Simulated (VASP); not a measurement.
# KCl: convergence, Born charge from the Berry-phase polarisation

KCl, Fm-3m (no. 225), 2 atoms in the cell. PBE, Born charge from Berry-phase polarisation; PAW potentials K_sv, Cl (PBE set). VASP 6.6.1.

Wanted: Born charge by displacement within 0.02 e.

Geometry: relaxed with this functional; Atom moved (from 0): 1.

The series start from k mesh: 6x6x6; Displacement (Å): 0.02; Plane-wave cutoff (eV): 340; SCF threshold (eV): 1e-7; Precision mode: Accurate. Each series keeps the choices made before it, and each single choice may use up half of a tolerance. Times cover all steps of a run.

## k mesh

| k mesh | Born charge by displacement (e) | Time (s) |
|---|---|---|
| 2x2x2 | -1.143 | 219 |
| 4x4x4 | -1.131 | 226 |
| 6x6x6 | -1.131 | 237 |
| 8x8x8 | -1.131 | 277 |
| 12x12x12 (reference) | -1.130 | 414 |

Chosen: 4x4x4, the loosest value from which every tighter one stays within half of the tolerance.

## Displacement (Å)

| Displacement (Å) | Born charge by displacement (e) | Time (s) |
|---|---|---|
| 0.02 | -1.131 | 226 |
| 0.005 | -1.132 | 229 |
| 0.05 | -1.132 | 230 |
| 0.15 | -1.131 | 228 |

Chosen: 0.02; no other choice that stays within half of the tolerance saves 30 % of the time.

## Plane-wave cutoff (eV)

| Plane-wave cutoff (eV) | Born charge by displacement (e) | Time (s) |
|---|---|---|
| 210 | -1.134 | 119 |
| 260 | -1.131 | 144 |
| 300 | -1.131 | 272 |
| 340 | -1.131 | 226 |
| 420 (reference) | -1.132 | 345 |

Chosen: 210.

## SCF threshold (eV)

| SCF threshold (eV) | Born charge by displacement (e) | Time (s) |
|---|---|---|
| 0.0001 | -1.135 | 114 |
| 1e-5 | -1.134 | 113 |
| 1e-6 | -1.134 | 114 |
| 1e-7 | -1.134 | 119 |
| 1e-8 (reference) | -1.134 | 116 |

Chosen: 0.0001.

## Precision mode

| Precision mode | Born charge by displacement (e) | Time (s) |
|---|---|---|
| Accurate | -1.135 | 114 |
| Normal | -1.135 | 111 |
| Single | -1.133 | 113 |

Chosen: Accurate.

## All choices together

| Input | Born charge by displacement (e) | Time (s) |
|---|---|---|
| program defaults, KSPACING-like mesh of 0.5 per A (naive) | no result | 214 |
| chosen settings | -1.135 | 114 |
| reference settings throughout | -1.131 | 608 |

The tolerance is met.

## The input

INCAR.step1:
```
ALGO     = Normal         # electronic algorithm
EDIFF    = 1E-8           # SCF threshold, eV
ENCUT    = 210            # plane-wave cutoff, eV
GGA      = PE             # functional
ISMEAR   = 0              # smearing method
KPAR     = 2            
LASPH    = True           # aspherical terms in the spheres
LCHARG   = False          # write CHGCAR
LEPSILON = True           # dielectric tensor by DFPT
LREAL    = False          # projectors in reciprocal space
LWAVE    = False          # write WAVECAR
NELM     = 120            # most SCF steps
PREC     = Accurate       # precision mode
SIGMA    = 0.02           # smearing width, eV
```

INCAR.step2, as INCAR.step1 but for:
```
- EDIFF = 1E-8
- KPAR = 2
- LEPSILON = True
+ DIPOL = 0.127 0.213 0.319
+ EDIFF = 1E-4
+ KPAR = 1
+ LCALCPOL = True
```

KPOINTS.step1:
```
k-points
0
Gamma
  10 10 10
```

KPOINTS.step2:
```
Automatic mesh
0
Gamma
  4 4 4
  0 0 0
```

POSCAR.step1:
```
KCl
1.0
    0.0000000000      3.1907943411      3.1907943411
    3.1907943411      0.0000000000      3.1907943411
    3.1907943411      3.1907943411      0.0000000000
K Cl
1 1
Direct
    0.0000000000      0.0000000000      0.0000000000
    0.5000000000      0.5000000000      0.5000000000
```

POSCAR.step2:
```
ClK
 1.0000000000000000
     0.0000000000000000    3.1907943411462565    3.1907943411462565
     3.1907943411462565    0.0000000000000000    3.1907943411462565
     3.1907943411462565    3.1907943411462565    0.0000000000000000
 K   Cl
   1   1
Direct
  0.0000000000000000  0.0000000000000000 -0.0000000000000000
  0.5031340158377012  0.4968659841622986  0.4968659841622988
```

POSCAR.step3:
```
ClK
 1.0000000000000000
     0.0000000000000000    3.1907943411462565    3.1907943411462565
     3.1907943411462565    0.0000000000000000    3.1907943411462565
     3.1907943411462565    3.1907943411462565    0.0000000000000000
 K   Cl
   1   1
Direct
  0.0000000000000000  0.0000000000000000 -0.0000000000000000
  0.4968659841622988  0.5031340158377013  0.5031340158377012
```

Commands (each step's output is kept before the next begins):
```
cat potpaw_PBE.64/K_sv/POTCAR potpaw_PBE.64/Cl/POTCAR > POTCAR
cp INCAR.step1 INCAR
cp KPOINTS.step1 KPOINTS
cp POSCAR.step1 POSCAR
mpirun -np 2 vasp_std > vasp.out
rm WAVECAR CHG
cp INCAR.step2 INCAR
cp KPOINTS.step2 KPOINTS
cp POSCAR.step2 POSCAR
mpirun -np 2 vasp_std > vasp.out
rm WAVECAR CHG
cp POSCAR.step3 POSCAR
mpirun -np 2 vasp_std > vasp.out
```

The chosen input took VASP 6.6.1 114 s on 2 cores (Intel Xeon Platinum 8488C (Sapphire Rapids)), a shared host.

## An input that fails: a move so small that VASP's symmetry search (SYMPREC) takes the cell for the unmoved one

It runs to its end, but against the unchanged starting input it is off by 8.631 e in the Born charge by displacement.

Displacement (Å): 0.02 becomes 2e-5.

Changes against the starting input:
```
(POSCAR.step2)
-  0.5031340158377012  0.4968659841622986  0.4968659841622988
+  0.5000031340158377  0.4999968659841623  0.4999968659841623
(POSCAR.step3)
-  0.4968659841622988  0.5031340158377013  0.5031340158377012
+  0.4999968659841623  0.5000031340158377  0.5000031340158377
```
